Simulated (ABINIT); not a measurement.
The system is P.

```xyz
4
Lattice="1.6477 -5.4650 0.0000 1.6477 5.4650 0.0000 0.0000 0.0000 4.5436" Properties=species:S:1:pos:R:3 pbc="T T T"
P     1.6477   -4.4173    2.6754
P     1.6477    4.4173    1.8683
P     1.6477   -1.0477    0.4035
P     1.6477    1.0477    4.1401
```

Program: ABINIT 10.8.3 (patched build). Alike in all runs: task single point; no spin polarisation; cell as given; k mesh 6 × 6 × 4; cutoff (eV) 490; smearing fermi-dirac 0.05 eV.

Question: Order these runs on this cell by their pressure, lowest first.
A. level PBE; potentials or basis PseudoDojo NC SR PBE v0.4.1 standard
B. level LDA; potentials or basis PseudoDojo NC SR LDA v0.4.1 standard
C. level PBEsol; potentials or basis PseudoDojo NC SR PBEsol v0.4.1 standard

Answer: B (-2.3 GPa), C (-0.6 GPa), A (2.1 GPa).

Caveats: the cutoff is short for stress, so the pressure is rough.
